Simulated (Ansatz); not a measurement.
Ag:

```
CELL_PARAMETERS angstrom
0.00000 2.04275 2.04275
2.04275 0.00000 2.04275
2.04275 2.04275 0.00000
ATOMIC_POSITIONS crystal
Ag 0.00000 0.00000 0.00000
```

Base run:

| Quantity | Value |
| --- | --- |
| Program | Ansatz 0.2.0 |
| Functional | PBEsol |
| Potentials or basis | Ansatz PAW |
| Cutoff | 420 eV (not typed: the program's choice for these potentials) |
| k mesh | 8 × 8 × 8 |
| Occupations | fermi-dirac, width 0.05 eV |
| Spin | spin-orbit coupling, no magnetisation |

Its results: band gap on the k mesh none (metal or under the smearing width); pressure -2.1 GPa.

**Question.** After a change of settings the same cell gave: band gap on the k mesh none (metal or under the smearing width); pressure -6.9 GPa. Which change was it?
A. k mesh from 8 × 8 × 8 to 11 × 11 × 11; spin from spin-orbit coupling, no magnetisation to no spin polarisation; potential files from those of the base run to others of the same set
B. functional from PBEsol to r2SCAN; cutoff from 420 eV (not typed: the program's choice for these potentials) to 500 eV (not typed: the program's choice for these potentials)
C. functional from PBEsol to LDA

**Answer.** C.

LDA binds more tightly than PBEsol, so the same cell stands under less pressure.

Caveats: the PAW data sets come from PBE, with cores solved anew for the run's functional, which leaves a small shift of forces and pressure.

Runs at the PBE level aren't shown here.
